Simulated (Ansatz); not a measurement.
# TiTe2 monolayer (1T) under uniaxial strain along a, the zigzag direction, with the width clamped, part 3 of 3

Aim: how do the optical modes of TiTe2 monolayer (1T) shift and split under this strain?

Ansatz 0.2.0; DFT PBE, scalar-relativistic, plane waves, PAW; PAW set soft_1.

So far, highest optical mode at the zone centre (no LO-TO term) (cm⁻¹): step 5 (modes at rest) 262; step 7 (strain 5 %) 246.

**9. Zone-centre modes of the member: uniaxial strain of -3 % along a, the zigzag direction, with the width clamped**

The zone-centre modes follow for uniaxial strain of -3 % along a, the zigzag direction, with the width clamped.

Contents of input.yaml:

```yaml
crystal:
  lattice:
    - [3.6413682672, 0.0, 0.0]
    - [-1.8206841336, 3.2510488906, 0.0]
    - [0.0, 0.0, 30.424]
  atoms:
    - { symbol: Ti, position: [0.0, 0.0, 0.328687878] }
    - { symbol: Te, position: [0.3309165446, 0.6618330892, 0.3867815929] }
    - { symbol: Te, position: [0.6690834554, 0.3381669108, 0.2705941631] }
  periodic: [true, true, false]
kpoints:
  mp_grid: { grid: [12, 12, 1] }
hamiltonian:
  xc: pbe
  pseudopotentials: { kind: paw, azcp: { folder: soft_1 } }
scf:
  occupations: { method: methfessel_paxton, width: 0.2 }
output:
  eigenvalues: true
phonons:
  method: dfpt
```

The run is started by

```console
$ ansatz run input.yaml --threads 8 --pin off --max-ram 16384MiB --backend cpu --events-out ev --progress --plain --runs-dir out
```

Numbers of over 12 decimals in the logs are rounded to 6 here.

Log:

```text
[...]
Crystal: 3 atoms, lattice volume = 360.167 Å³
Basis set: ecut = 420 eV, 7033 PW (Γ), exchange–correlation on 50×50×432 points (8 copies of the dense FFT grid, shifted against one another)
Bands: 27, of which v1, the nominal top of the filled ones, is band 22 counted from 1 (21 counted from 0)
Symmetry: 4 space group operations
[...]
k-point 2: bands = [... 18 lower, -6.0600, -5.9977, -5.7892, -4.7396, -4.4767, -3.5112, -3.1237, -2.4709, ... 1 higher]
  k-point 42: bands = [... 18 lower, -7.4126, -7.0874, -7.0624, -6.4879, -3.8637, -3.7007, -3.1662, -2.8268, ... 1 higher]
[...]
ASR residual: 8.623e-5 → 0.000e0 eV/Å²; symmetrization residual: 5.185e-5 eV/Å²
[...]
ASR residual per site (eV/Å²): 4.77e-5 8.62e-5 8.26e-5
  Γ frequencies (cm⁻¹): 0.00 0.00 0.00 91.71 91.99 136.10 160.69 170.87 270.58
[...]
[key lines of the parts left out:]
SCF converged after 11 iterations
Free energy (F): -16461.835148 eV
Fermi energy:    -4.763414 eV
```

The job ended after 25 s (8 threads of AMD EPYC 9B45 (Zen 5), shared host; peak memory 2 GiB).

This step gave:

```
sum-rule residual before enforcement                    : 8.62e-5 eV/Å²
highest optical mode at the zone centre (no LO-TO term) : 270.6 cm⁻¹
lowest optical zone-centre mode                         : 91.71 cm⁻¹
```

Patterns of degenerate modes are one choice out of their space. Modes at Γ, with each element's share of the kinetic energy:

| mode | frequency (cm⁻¹) | symmetry | Ti % | Te % |
| --- | --- | --- | --- | --- |
| 1 | 0.0 | acoustic | 16 | 84 |
| 2 | 0.0 | acoustic | 16 | 84 |
| 3 | 0.0 | acoustic | 16 | 84 |
| 4 | 91.7 | Ag | 0 | 100 |
| 5 | 92.0 | Bg | 0 | 100 |
| 6 | 136.1 | Ag | 0 | 100 |
| 7 | 160.7 | Au | 84 | 16 |
| 8 | 170.9 | Bu | 84 | 16 |
| 9 | 270.6 | Bu | 84 | 16 |

Displacements in mode 4 (91.7 cm⁻¹), the largest set to 1:
```
Ti1  0.00  0.00  0.00
Te2  0.00  1.00  0.05
Te3  0.00 -1.00 -0.05
```

Displacements in mode 9 (270.6 cm⁻¹), the largest set to 1:
```
Ti1  0.00 -0.06  1.00
Te2  0.00  0.01 -0.19
Te3  0.00  0.01 -0.19
```

The lowest optical mode is real, 91.7 cm⁻¹, and the highest lies at 270.6 cm⁻¹.

Between step 5 and this run (strain -3 %) the value for the highest optical mode at the zone centre (no LO-TO term) moves from 262 cm⁻¹ to 271 cm⁻¹ (+3 %).

**10. All members side by side**

The members are set side by side, also those not shown above.

Energies are extrapolated to zero smearing, and E0 is that at rest; the cell is clamped and the atoms are relaxed; all runs use 12×12×1 k points and Methfessel-Paxton smearing of 0.2 eV. State of the crystal along the series:

| strain (%) | E - E0 (meV/atom) |
| --- | --- |
| -3 | 5.113 |
| -2 | 2.274 |
| -1 | 0.5764 |
| 0 | 0 |
| 1 | 0.5641 |
| 2 | 2.25 |
| 3 | 4.995 |
| 4 | 8.725 |
| 5 | 13.4 |

Optical modes are counted from below at rest and tracked from member to member by their patterns, and modes that stay within 0.3 cm⁻¹ of each other stand once; labels, where given, are those at rest, then, where named, those of the strained cell; the cell is clamped and the atoms are relaxed; all runs use 12×12×1 k points and Methfessel-Paxton smearing of 0.2 eV. Optical modes along the series:

| strain (%) | optical mode 1 Eg to Bg single part (cm⁻¹) | optical mode 2 Eg to Ag single part (cm⁻¹) | optical mode 3 A1g to Ag (cm⁻¹) | optical mode 4 Eu to Bu single part (cm⁻¹) | optical mode 5 Eu to Au single part (cm⁻¹) | optical mode 6 A2u to Bu (cm⁻¹) |
| --- | --- | --- | --- | --- | --- | --- |
| -3 | 91.99 | 91.71 | 136.1 | 170.9 | 160.7 | 270.6 |
| -2 | 92.07 | 91.9 | 135.3 | 166 | 160.6 | 267.7 |
| -1 | 92.15 | 92.06 | 134.6 | 160.6 | 158.3 | 264.8 |
| 0 | 92.21 | 92.21 | 134 | 155.1 | 155.1 | 261.8 |
| 1 | 92.24 | 92.36 | 133.4 | 149.8 | 151.4 | 258.7 |
| 2 | 92.19 | 92.5 | 132.7 | 144.7 | 147.6 | 255.5 |
| 3 | 92.04 | 92.64 | 131.9 | 139.9 | 144.1 | 252.3 |
| 4 | 91.78 | 92.78 | 131.2 | 135.4 | 141.4 | 249.1 |
| 5 | 91.43 | 92.89 | 130.5 | 131.4 | 139.7 | 245.9 |

Value and slope at zero strain of a cubic (a lower polynomial where under five rows exist) through the rows within 2 % of rest. Slopes at rest:

| mode | frequency (cm⁻¹) | shift per percent of strain (cm⁻¹) |
| --- | --- | --- |
| optical mode 1 Eg to Bg single part | 92.2 | 0.05 |
| optical mode 2 Eg to Ag single part | 92.2 | 0.15 |
| optical mode 3 A1g to Ag | 134 | -0.6 |
| optical mode 4 Eu to Bu single part | 155.1 | -5.42 |
| optical mode 5 Eu to Au single part | 155.1 | -3.49 |
| optical mode 6 A2u to Bu | 261.8 | -3.04 |

**11. Summary of results**

- members: 9
- highest optical mode at the zone centre (no LO-TO term), at rest: 261.8 cm⁻¹
- optical mode 3 A1g to Ag, shift per percent: -0.60 cm⁻¹
- optical mode 4 Eu to Bu single part, shift per percent: -5.42 cm⁻¹
- optical mode 5 Eu to Au single part, shift per percent: -3.49 cm⁻¹
- optical mode 6 A2u to Bu, shift per percent: -3.04 cm⁻¹

What this shows: The strain lowers the symmetry: the level at 155.1 cm⁻¹ splits, into 131.4 and 139.7 cm⁻¹ at +5 %. The fastest shift in the table of slopes is -5.4 cm⁻¹ for each percent (optical mode 4 Eu to Bu single part). The width is clamped, so the contraction across the strain that a free sheet shows is left out. These are harmonic frequencies at zero temperature: anharmonic shifts, linewidths and thermal expansion are left out. Spin-orbit coupling is left out, which can matter for the heavy elements here. With no gap, or one that is small against the smearing, the frequencies hang on the k mesh and the smearing, most of all near Kohn anomalies. A semilocal functional can close a gap that the real compound would have, so the metallic treatment may be an artefact of the level. The starting cell was built on a prototype and not taken from a measurement. Only the zone centre was solved, so an instability at another wavevector cannot show here.

[Logs are printed without paths, hosts, clocks, repeated set-up lines and the standing remarks that a program may print on its own settings, such as how far it seeks lower states.]

[Hosts, paths, dates, database ids (printed as entryN), source tags and the programs' standing remarks are cut or masked in the printed files.]
